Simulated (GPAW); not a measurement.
# Ge (Fd-3m) in GPAW: a series of runs

One crystal, Ge, is run at these levels: RPBE, PBE, LDA, r4SCAN; tasks: band structure, equation of state.

Program: GPAW 26.7.0. These are calculated values, not measurements. Logs are shortened: lines on timing, memory, paths and dates and some standing lists are left out, and cuts for length are marked. The log counts tension as positive stress, the text compression.

**What was measured.**

“Electronic and optical properties of SixGe1-x-ySny alloys lattice-matched to Ge”, 2021, arxiv:2109.02782 reports, for a bulk crystal of Ge at 293 K: band gap 0.666 eV (indirect).

“Temperature-dependent photoluminescence in Ge: experiment and theory”, 2020, arxiv:2003.00143 reports, for a bulk crystal of Ge at 0 K: band gap 0.744 eV (indirect).

The results are compared with them further down.

## 1. The crystal as given

It takes space group Fd-3m (No. 227, cubic). Conventional cell: a = 5.658 Å, b = 5.658 Å, c = 5.658 Å, α = 90.00°, β = 90.00°, γ = 90.00°. Ge (site symmetry -43m) is surrounded by 4 Ge at 2.45 Å.

## 2. Band structure, RPBE, spin-orbit coupling, no magnetisation

run.py reads:

```python
import numpy as np
from ase.dft.bandgap import bandgap
from ase.io import read, write
from ase.units import GPa
from gpaw import GPAW, PW
from gpaw.spinorbit import soc_eigenstates

atoms = read('POSCAR')

calc = GPAW(mode=PW(600),
            xc='RPBE',
            kpts={'size': (8, 8, 8), 'gamma': True},
            occupations={'name': 'fermi-dirac', 'width': 0.05},
            nbands=11,
            convergence={'density': 1e-05, 'energy': 1e-05},
            maxiter=150,
            txt='gpaw.txt')
atoms.calc = calc
energy = atoms.get_potential_energy()
forces = atoms.get_forces()
stress = atoms.get_stress()
calc.write('gs.gpw')
write('result.traj', atoms)
print(f'Energy: {energy:.6f} eV')
print('Forces (eV/A):')
print(forces.round(4))
print('Stress (GPa):', (stress / GPa).round(3))
print('Fermi level:', round(calc.get_fermi_level(), 4), 'eV')
print(f'Gap: {bandgap(calc)[0]:.4f} eV, direct: {bandgap(calc, direct=True)[0]:.4f} eV')

path = atoms.cell.bandpath('GXWKGLUWLK,UX', npoints=80, eps=1e-4)
bs_calc = calc.fixed_density(kpts=path, symmetry='off', nbands=21,
                             convergence={'bands': 'CBM+6.0', 'eigenstates': 1e-6}, txt='bands.txt')
bs = bs_calc.band_structure()
bs.write('bs.json')
print(f'Gap on the path: {bandgap(bs_calc)[0]:.4f} eV')

soc = soc_eigenstates(bs_calc, theta=90, phi=0)
np.savetxt('soc_bands.dat', soc.eigenvalues(), fmt='%.4f')
mesh = soc_eigenstates('gs.gpw', theta=90, phi=0)
np.savetxt('soc_mesh.dat', mesh.eigenvalues(), fmt='%.4f')
print('Fermi level with spin-orbit coupling:', round(mesh.fermi_level, 4), 'eV')
```

POSCAR reads:

```
Ge
1.0
    0.0000000000      2.8289100000      2.8289100000
    2.8289100000      0.0000000000      2.8289100000
    2.8289100000      2.8289100000      0.0000000000
Ge
2
Direct
    0.7500000000      0.7500000000      0.7500000000
    0.5000000000      0.5000000000      0.5000000000
```

Potentials or basis: the program's PAW data sets (release 1.2.1) made for this functional, pw.

Run with:

```bash
$ OMP_NUM_THREADS=1 python run.py
```

gpaw.txt:

```text
__  _  _
 | _ |_)|_||  |
 |__||  | ||/\| - 26.7.0

Input parameters:
  mode=PW(ecut=600.0),
  convergence={'density': 1e-05, 'energy': 1e-05},
  kpts=MonkhorstPack(size=(8, 8, 8), gamma=True),
  maxiter=150,
  nbands=11,
  occupations=Occupations(name='fermi-dirac', width=0.05),
  xc=XC(name='RPBE')

Diagonalizing LCAO Hamiltonian
Converting LCAO to pw mode

           Ge

       Ge

Atoms  # Å, Bohr magnetons
|   | symbol |        x |        y |        z |    initial magnetic moments |
|---|--------|----------|----------|----------|-----------------------------|
| 0 |     Ge | 4.243365 | 4.243365 | 4.243365 | ( 0.0000,  0.0000,  0.0000) |
| 1 |     Ge | 2.828910 | 2.828910 | 2.828910 | ( 0.0000,  0.0000,  0.0000) |

Unit cell  # Å
| periodic |        x |        y |        z |  lengths |    angles |
|----------|----------|----------|----------|----------|-----------|
|      yes | 0.000000 | 2.828910 | 2.828910 | 4.000683 | 60.000000 |
|      yes | 2.828910 | 0.000000 | 2.828910 | 4.000683 | 60.000000 |
|      yes | 2.828910 | 2.828910 | 0.000000 | 4.000683 | 60.000000 |

Number of symmetries: 24
Symmetry operations  # r_c * U_cc + t_c -> r_c
|    | kind |            matrix            |
|----|------|------------------------------|
|  0 |  E   |  1, 0, 0,  0, 1, 0,  0, 0, 1 |
|  1 |  σ   |  1, 0, 0,  0, 0, 1,  0, 1, 0 |
|  2 |  σ   |  1, 0,-1,  0, 1,-1,  0, 0,-1 |
|  3 |  C3  |  1, 0,-1,  0, 0,-1,  0, 1,-1 |
|  4 |  C3  |  1,-1, 0,  0,-1, 1,  0,-1, 0 |
|  5 |  σ   |  1,-1, 0,  0,-1, 0,  0,-1, 1 |
|  6 |  σ   |  0, 1, 0,  1, 0, 0,  0, 0, 1 |
|  7 |  C3  |  0, 1, 0,  0, 0, 1,  1, 0, 0 |
|  8 |  C2  |  0, 1,-1,  1, 0,-1,  0, 0,-1 |
|  9 |  S4  |  0, 1,-1,  0, 0,-1,  1, 0,-1 |
| 10 |  C3  |  0, 0, 1,  1, 0, 0,  0, 1, 0 |
| 11 |  σ   |  0, 0, 1,  0, 1, 0,  1, 0, 0 |
| 12 |  S4  |  0, 0,-1,  1, 0,-1,  0, 1,-1 |
| 13 |  C3  |  0, 0,-1,  0, 1,-1,  1, 0,-1 |
| 14 |  S4  |  0,-1, 1,  1,-1, 0,  0,-1, 0 |
| 15 |  C2  |  0,-1, 1,  0,-1, 0,  1,-1, 0 |
| 16 |  C3  |  0,-1, 0,  1,-1, 0,  0,-1, 1 |
| 17 |  S4  |  0,-1, 0,  0,-1, 1,  1,-1, 0 |
| 18 |  S4  | -1, 1, 0, -1, 0, 1, -1, 0, 0 |
| 19 |  C3  | -1, 1, 0, -1, 0, 0, -1, 0, 1 |
| 20 |  C3  | -1, 0, 1, -1, 1, 0, -1, 0, 0 |
| 21 |  S4  | -1, 0, 1, -1, 0, 0, -1, 1, 0 |
| 22 |  σ   | -1, 0, 0, -1, 1, 0, -1, 0, 1 |
| 23 |  C2  | -1, 0, 0, -1, 0, 1, -1, 1, 0 |

BZ-sampling:
  Number of BZ points: 512
  Number of IBZ points: 29

  Monkhorst-Pack size: [8, 8, 8]
  Monkhorst-Pack shift: [0.0625, 0.0625, 0.0625]

K-points  # in reciprocal-cell coordinates
|     |                                coordinates |     weight |
|-----|--------------------------------------------|------------|
|   0 | (  0.00000000,   0.00000000,   0.00000000) | 0.00195312 |
|   1 | (  0.12500000,   0.12500000,   0.00000000) | 0.01171875 |
|   2 | (  0.12500000,   0.12500000,   0.12500000) | 0.01562500 |
|   3 | (  0.25000000,   0.12500000,   0.12500000) | 0.02343750 |
|   4 | (  0.25000000,   0.25000000,   0.00000000) | 0.01171875 |
|   5 | (  0.25000000,   0.25000000,   0.12500000) | 0.04687500 |
|   6 | (  0.25000000,   0.25000000,   0.25000000) | 0.01562500 |
|   7 | (  0.37500000,   0.25000000,  -0.37500000) | 0.04687500 |
|   8 | (  0.37500000,   0.25000000,   0.12500000) | 0.04687500 |
|   9 | (  0.37500000,   0.25000000,   0.25000000) | 0.04687500 |
| ... |                                            |            |
|  28 | (  0.50000000,   0.50000000,   0.50000000) | 0.00781250 |

Plane wave coefficients: 1540
Cutoff: 600.0 eV

Spin-components: 1 (collinear spins)
Bands:           11
Projectors:      10
Spin-degeneracy: 2
Datatype:        complex128

Parallelization:
  kpt:    1
  domain: 1
  band:   1

Density:
  Valence electrons: 8.0
  Components: 1
  Grid points: [24 24 24]
  Charge: 0.0  # |e|

Potential:
  Grid points: [24 24 24]

species:
  Ge:
    name:    Germanium
    Z:       32.0
    valence: 4
    core:    28
    charge:  0.0  # [|e|]
    compensation charges:
      type: gauss
      rc: 0.32  # [Å]
      lmax: 2
    cutoffs:
      filter: 1.77  # [Å]
      core: 3.42  # [Å]
    projectors
    | kind |    occ | energy [eV] | rcut [Å] |
    |------|--------|-------------|----------|
    |   4s |  2.000 |     -11.662 |    1.005 |
    |   4p |  2.000 |      -3.859 |    1.005 |
    |    s |        |      15.549 |    1.005 |
    |    p |        |      23.352 |    1.005 |
    |    d |        |       0.000 |    1.005 |

    Using partial waves for Ge as LCAO basis

Reference energy: -114207.418677  # eV

eigensolver:
  PPCG
  Converge bands: occupied
  niter=2

density mixing:
  MSR1-Mixer
  Pratt-step length: 0.05
  Maximum mixing coefficient: 0.75
  Old densities: 10
  SVD Regularization: 0.005
  Good broyden scale: 1.0
  Trust region scale: 1.0
  Backstep threshold: 4.0
  History deletion threshold: 6.0
  Fourier metric: weight=20.0, sigma=0.015

occupation numbers:
  Fermi-Dirac:
    width: 0.0500  # eV

poisson solver:
  ecut: 4800.0  # eV

xc functional:
  name: RPBE with 2 nearest neighbor stencil

convergence criteria:
- Maximum integral of absolute [dens]ity change: 1e-05 electrons / valence electron
- Maximum [total energy] change in last 3 cyles: 1e-05 eV / valence electron
- Maximum integral of absolute [eigenst]ate change: 4e-08 eV^2 / valence electron
maximum number of iterations: 150

SCF iterations
|iter     | |      energy | eigst |  dens |
|---------|-|-------------|-------|-------|
|iter:   1| |   -8.289376 | -0.46 |       |
|iter:   2| |   -8.290089 | -2.72 | -0.91 |
|iter:   3| |   -8.287273 | -2.67 | -0.93 |
|iter:   4| |   -8.289978 | -3.46 | -1.51 |
|iter:   5| |   -8.290189 | -5.04 | -2.45 |
|iter:   6| |   -8.290210 | -6.35 | -3.01 |
|iter:   7| |   -8.290211c| -7.68c| -3.78 |
|iter:   8| |   -8.290211c| -7.98c| -4.75 |
|iter:   9| |   -8.290211c| -8.26c| -5.17c|

Converged in 9 steps
Energy contributions relative to reference atoms: (reference = -114207.418677)

Energy contributions:
  Kinetic:          26.363809
  Coulomb:         -23.389214
  Zero:             -0.000035
  External:          0.000000
  Xc:              -11.264565
  Entropy:          -0.000413
  Spinorbit:         0.000000
  ----------------------------
  Free energy:      -8.290418
  Extrapolated:     -8.290211

dipole moment: (3.694011, 3.694011, 3.694011)  # |e|*Ang

Fermi level: 6.198
Eigenvalues  # (at kpt = [0.000, 0.000, 0.000])
| band index |      eig [eV] | occ [0-2] |
|------------|---------------|-----------|
|          0 |        -6.640 |     2.000 |
|          1 |         6.087 |     1.804 |
|          2 |         6.087 |     1.804 |
|          3 |         6.087 |     1.804 |
|          4 |         6.284 |     0.303 |
|          5 |         8.652 |     0.000 |
|          6 |         8.652 |     0.000 |
|          7 |         8.652 |     0.000 |
|          8 |        12.737 |     0.000 |
|          9 |        15.434 |     0.000 |
|         10 |        15.435 |     0.000 |

Gap: 0.197 eV
Transition (v -> c):
  (s=0, k=0, n=3, [0.00, 0.00, 0.00]) -> (s=0, k=0, n=4, [0.00, 0.00, 0.00])
No difference between direct/indirect transitions

Forces  # eV/Ang
|        x |       y |       z |
|----------|---------|---------|
| -0.00000 | 0.00000 | 0.00000 |  # Ge   0
|  0.00000 | 0.00000 | 0.00000 |  # Ge   1

Stress tensor  # eV/Ang^3
|         x |         y |         z |
|-----------|-----------|-----------|
| -0.035598 | -0.000000 | -0.000000 |
| -0.000000 | -0.035598 |  0.000000 |
| -0.000000 |  0.000000 | -0.035598 |

# Writing to gs.gpw (mode='')
```

Wall time 15 s (1 thread of Intel Xeon 6975P-C (Granite Rapids), shared host); peak memory 0.25 GiB.

Results:

```
Free energy             : -8.2904 eV
Pressure                : 5.7 GPa
Band gap on the k mesh  : 0.10 eV, direct
Band gap along the path : 0.10 eV, direct
```

Levels at the corners of the path, in eV from the valence-band top:
| point | band 5 | band 6 | band 7 | band 8 | band 9 | band 10 | band 11 | band 12 |
| --- | --- | --- | --- | --- | --- | --- | --- | --- |
| Γ | 0.00 | 0.00 | 0.00 | 0.00 | 0.10 | 0.10 | 2.32 | 2.32 |
| X | -3.17 | -3.17 | -3.17 | -3.17 | 0.72 | 0.72 | 0.72 | 0.72 |
| W | -4.03 | -4.03 | -3.96 | -3.96 | 4.21 | 4.21 | 4.35 | 4.35 |
| K | -4.42 | -4.42 | -2.73 | -2.73 | 1.12 | 1.12 | 4.05 | 4.05 |
| Γ | 0.00 | 0.00 | 0.00 | 0.00 | 0.10 | 0.10 | 2.32 | 2.32 |
| L | -1.60 | -1.60 | -1.41 | -1.41 | 0.18 | 0.18 | 3.61 | 3.61 |
| U | -4.42 | -4.42 | -2.73 | -2.73 | 1.12 | 1.12 | 4.05 | 4.05 |
| W | -4.03 | -4.03 | -3.96 | -3.96 | 4.21 | 4.21 | 4.35 | 4.35 |
| L | -1.60 | -1.60 | -1.41 | -1.41 | 0.18 | 0.18 | 3.61 | 3.61 |
| K | -4.42 | -4.42 | -2.73 | -2.73 | 1.12 | 1.12 | 4.05 | 4.05 |
| U | -4.42 | -4.42 | -2.73 | -2.73 | 1.12 | 1.12 | 4.05 | 4.05 |
| X | -3.17 | -3.17 | -3.17 | -3.17 | 0.72 | 0.72 | 0.72 | 0.72 |

Caveat: spin-orbit coupling was added after a scalar SCF, so levels and gaps hold it while energy, forces, pressure and moments don't; this program's spin-orbit splittings come out too wide for heavy elements.

## 3. Band structure, PBE

run.py reads:

```python
from ase.dft.bandgap import bandgap
from ase.io import read, write
from gpaw import GPAW

atoms = read('POSCAR')

calc = GPAW(mode='lcao',
            h=0.2,
            basis='dz(dzp)',
            xc='PBE',
            kpts={'size': (8, 8, 8), 'gamma': True},
            occupations={'name': 'fermi-dirac', 'width': 0.05},
            convergence={'density': 1e-05, 'energy': 1e-05},
            maxiter=150,
            txt='gpaw.txt')
atoms.calc = calc
energy = atoms.get_potential_energy()
forces = atoms.get_forces()
calc.write('gs.gpw')
write('result.traj', atoms)
print(f'Energy: {energy:.6f} eV')
print('Forces (eV/A):')
print(forces.round(4))
print('Fermi level:', round(calc.get_fermi_level(), 4), 'eV')
print(f'Gap: {bandgap(calc)[0]:.4f} eV, direct: {bandgap(calc, direct=True)[0]:.4f} eV')

path = atoms.cell.bandpath('GXWKGLUWLK,UX', npoints=100, eps=1e-4)
bs_calc = calc.fixed_density(kpts=path, symmetry='off', txt='bands.txt')
bs = bs_calc.band_structure()
bs.write('bs.json')
print(f'Gap on the path: {bandgap(bs_calc)[0]:.4f} eV')
```

POSCAR is that of step 2.

Potentials or basis: GPAW PAW data sets (gpaw-data 1.2.1), lcao:dz(dzp).

Run with:

```bash
$ OMP_NUM_THREADS=1 python run.py
```

Wall time 10 s (1 thread of Intel Xeon 6975P-C (Granite Rapids), shared host); peak memory 0.14 GiB.

These settings aren't checked as converged: the numbers below hold their error.

What came out:

```
Free energy             : -8.5042 eV
Band gap along the path : none (metal or under the smearing width)
```

Caveat: the real-space grid adds noise to forces; the basis of atomic orbitals isn't converged, which shifts pressures, moduli and gaps.

## 4. Equation of state, LDA

run.py reads:

```python
from ase.eos import EquationOfState
from ase.io import Trajectory, read
from ase.units import GPa
from gpaw import GPAW, PW

atoms = read('Ge.cif')

traj = Trajectory('eos.traj', 'w')
volumes, energies = [], []
for x in [0.94, 0.96, 0.98, 1.0, 1.02, 1.04, 1.06]:
    a = atoms.copy()
    a.set_cell(atoms.cell * x**(1 / 3), scale_atoms=True)
    calc = GPAW(mode=PW(800),
                xc='LDA',
                kpts={'size': (8, 8, 8), 'gamma': True},
                occupations={'name': 'fermi-dirac', 'width': 0.05},
                setups='hgh',
                nbands=-7,
                convergence={'density': 1e-05, 'energy': 1e-05},
                maxiter=150,
                txt=f'eos-{x:.2f}.txt')
    a.calc = calc
    energies.append(a.get_potential_energy(force_consistent=True))
    volumes.append(a.get_volume())
    p = -a.get_stress()[:3].mean() / GPa
    calc.write(f'eos-{x:.2f}.gpw')
    traj.write(a)
    print(f'{x:.2f} {volumes[-1]:10.4f} A^3 {energies[-1]:14.6f} eV {p:9.3f} GPa', flush=True)

v0, e0, B = EquationOfState(volumes, energies, eos='birchmurnaghan').fit()
print(f'V0 = {v0:.4f} A^3, E0 = {e0:.6f} eV, B0 = {B / GPa:.2f} GPa')
```

Ge.cif reads:

```cif
data_Ge
_cell_length_a 4.00068289
_cell_length_b 4.00068289
_cell_length_c 4.00068289
_cell_angle_alpha 60.00000000
_cell_angle_beta 60.00000000
_cell_angle_gamma 60.00000000
_space_group_name_H-M_alt 'P1'
_space_group_name_Hall 'P 1'
_space_group_IT_number 1
loop_
_space_group_symop_operation_xyz
'x,y,z'
loop_
_atom_site_label
_atom_site_type_symbol
_atom_site_symmetry_multiplicity
_atom_site_Wyckoff_symbol
_atom_site_fract_x
_atom_site_fract_y
_atom_site_fract_z
_atom_site_occupancy
Ge1 Ge 1 a 0.7500000000 0.7500000000 0.7500000000 1
Ge2 Ge 1 a 0.5000000000 0.5000000000 0.5000000000 1
```

Potentials or basis: HGH pseudopotentials, pw.

Run with:

```bash
$ OMP_NUM_THREADS=1 python run.py
```

Run time: 49 s. Hardware: 1 thread of Intel Xeon 6975P-C (Granite Rapids), shared host; peak memory 0.24 GiB.

It converged, with:

| Item | Value |
| --- | --- |
| Equilibrium volume | 21.69 Å³/atom |
| Bulk modulus | 71 GPa |
| Pressure derivative of the bulk modulus | 4.6 (rough: it moves with the points fitted) |

Energy against volume, from the lowest point:
```tsv
volume (Å³/atom)	energy (meV/atom)
21.281	1.85
21.733	0.00
22.186	2.43
22.639	8.54
23.092	17.89
23.545	30.23
23.997	45.21
```

Caveat: HGH potentials are hard and often keep d shells in the core, so these values are rough. Zero-point motion and thermal expansion aren't in these numbers.

## 5. Band structure, PBE

run.py reads:

```python
from ase.dft.bandgap import bandgap
from ase.io import read, write
from gpaw import GPAW

atoms = read('Ge.xyz')

calc = GPAW(mode='lcao',
            h=0.2,
            basis='szp(dzp)',
            xc='PBE',
            kpts={'size': (8, 8, 8), 'gamma': True},
            occupations={'name': 'fermi-dirac', 'width': 0.05},
            convergence={'density': 1e-05, 'energy': 1e-05},
            maxiter=150,
            txt='gpaw.txt')
atoms.calc = calc
energy = atoms.get_potential_energy()
forces = atoms.get_forces()
calc.write('gs.gpw')
write('result.traj', atoms)
print(f'Energy: {energy:.6f} eV')
print('Forces (eV/A):')
print(forces.round(4))
print('Fermi level:', round(calc.get_fermi_level(), 4), 'eV')
print(f'Gap: {bandgap(calc)[0]:.4f} eV, direct: {bandgap(calc, direct=True)[0]:.4f} eV')

path = atoms.cell.bandpath('GXWKGLUWLK,UX', npoints=80, eps=1e-4)
bs_calc = calc.fixed_density(kpts=path, symmetry='off', txt='bands.txt')
bs = bs_calc.band_structure()
bs.write('bs.json')
print(f'Gap on the path: {bandgap(bs_calc)[0]:.4f} eV')
```

Ge.xyz reads:

```xyz
2
Lattice="0.0000000000 2.8289100000 2.8289100000 2.8289100000 0.0000000000 2.8289100000 2.8289100000 2.8289100000 0.0000000000" Properties=species:S:1:pos:R:3 pbc="T T T"
Ge     4.2433650000      4.2433650000      4.2433650000
Ge     2.8289100000      2.8289100000      2.8289100000
```

Potentials or basis: GPAW PAW data sets (gpaw-data 1.2.1), lcao:szp(dzp).

Run with:

```bash
$ OMP_NUM_THREADS=1 python run.py
```

It took 27 s on 1 thread of Intel Xeon 6975P-C (Granite Rapids), shared host; peak memory 0.14 GiB.

The run converged, but some of its settings lie outside the range that counts as converged, so its numbers aren't taken as properties of the crystal.

What came out:

```
Free energy             : -8.3216 eV
Band gap along the path : none (metal or under the smearing width)
```

Caveat: the real-space grid adds noise to forces; the basis of atomic orbitals isn't converged, which shifts pressures, moduli and gaps.

[end of part 1 of 2]
